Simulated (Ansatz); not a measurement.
# Kick test of a cell of CdSe

The cell was found from a structure generator's guess, not taken from experiment.

Level of theory: DFT PBE, scalar-relativistic, plane waves, PAW (Ansatz 0.2.0). Cutoff 420 eV; k points 4×4×4 on the computed 12-atom cell (Γ-centred); Gaussian smearing, width 0.02 eV; no spin polarisation.

The cell below (12 atoms, space group Pm-3n (No. 223)) is relaxed within its symmetry.

```yaml
crystal:
  lattice:
    - [7.61659, 0.00000, 0.00000]
    - [0.00000, 7.61659, 0.00000]
    - [0.00000, 0.00000, 7.61659]
  atoms:
    - { symbol: Cd, position: [0.50000, 0.00000, 0.75000] }
    - { symbol: Cd, position: [0.75000, 0.50000, 0.00000] }
    - { symbol: Cd, position: [0.00000, 0.75000, 0.50000] }
    - { symbol: Cd, position: [0.50000, 0.00000, 0.25000] }
    - { symbol: Cd, position: [0.25000, 0.50000, 0.00000] }
    - { symbol: Cd, position: [0.00000, 0.25000, 0.50000] }
    - { symbol: Se, position: [0.00000, 0.50000, 0.75000] }
    - { symbol: Se, position: [0.75000, 0.00000, 0.50000] }
    - { symbol: Se, position: [0.50000, 0.75000, 0.00000] }
    - { symbol: Se, position: [0.00000, 0.50000, 0.25000] }
    - { symbol: Se, position: [0.25000, 0.00000, 0.50000] }
    - { symbol: Se, position: [0.50000, 0.25000, 0.00000] }
```

For the test it was strained at random (σ = 1.5 % a component), the atoms were moved at random (σ = 0.05 Å), and all was relaxed again on a coarse 2×2×2 mesh (in the run’s order of axes) with 0.10 eV smearing, with no symmetry imposed.

**Question.** What happens?

**Answer.** It returns, within 1 meV/atom of the unmoved cell on that mesh and with the same symmetry when read at 0.1 Å (P-1 at 0.01 Å, so small strains and shifts remain). No instability shows in this cell; modes of other wave vectors, which need another repeat, aren't tested.
